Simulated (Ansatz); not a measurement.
Li2Se (started from an entry of an open crystallographic database), relaxed with r2SCAN: space group Fm-3m (No. 225), cubic; a = 5.987 Å in the conventional setting, 17.88 Å³ an atom. Around Li lie 4 Se at 2.59 Å; around Se lie 8 Li at 2.59 Å. One-shot G0W0@PBE in Ansatz on a 4×4×4 mesh (contour deformation, no spin-orbit coupling), from a PBE gap of 2.969 eV over the mesh points (the G0W0 gap is indirect on the mesh); the number N of bands summed and the screening cutoff rise together. (Simulation; spin polarisation is off.)

```tsv
N	cutoff (eV)	1000/N	G0W0 gap (eV)
98	80	10.204	4.232
212	140	4.717	4.421
```

Task: Lay a straight line in 1000/N through these rows.

Result: The slope is -0.0344 eV per unit of 1000/N and the intercept 4.583 eV.

Task: Predict the gap at N = 381 (210 eV).

Result: 4.583 + (-0.0344) × 2.625 = 4.493 eV; the run gives 4.506 eV, +0.013 eV from the line.

Task: With that run's result added, what limit do the last two rows suggest?

Result: Their slope is (4.506 − 4.421)/(2.625 − 4.717) = -0.0406, which meets 1/N = 0 at 4.61 eV, against 4.583 eV from the first line. The slope steepens, so 1/N isn't yet asymptotic and the true limit probably lies higher still; the k mesh isn't extrapolated.

The runs are scalar-relativistic, without spin-orbit coupling.
